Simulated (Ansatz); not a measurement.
Here is an Ansatz 0.2.0 calculation.

Contents of input.yaml:

```yaml
crystal:
  lattice:
    - [0.0, 2.30616, 2.30616]
    - [2.30616, 0.0, 2.30616]
    - [2.30616, 2.30616, 0.0]
  atoms:
    - { symbol: Mg, position: [0.500797, 0.476609, 0.519172] }
    - { symbol: O, position: [0.749885, 0.748349, 0.752053] }
hamiltonian:
  xc: pbe
  pseudopotentials: { kind: paw }
kpoints:
  mp_grid: { grid: [10, 10, 10] }
scf:
  occupations: { method: fermi_dirac, width: 0.05 }
output:
  forces: true
  stress: true
  eigenvalues: true
  write_density: true
  write_potential: true
  elf: true
  volumetric_format: npy
```

Potentials or basis: Ansatz PAW.

Run with:

```console
$ ansatz run input.yaml --threads 2 --pin off --max-ram 5632MiB --backend cpu --events-out ev --progress --plain --runs-dir out
```

(1) Predict the largest force.

(2) Predict the pressure.

(3) Estimate the band gap on the k mesh.

Results:

(1) 0.572 eV/Å.

(2) 0.3 GPa.

(3) 3.41 eV, direct.

Caveat: the pressure holds a Pulay correction of +0.5 GPa for the finite cutoff.
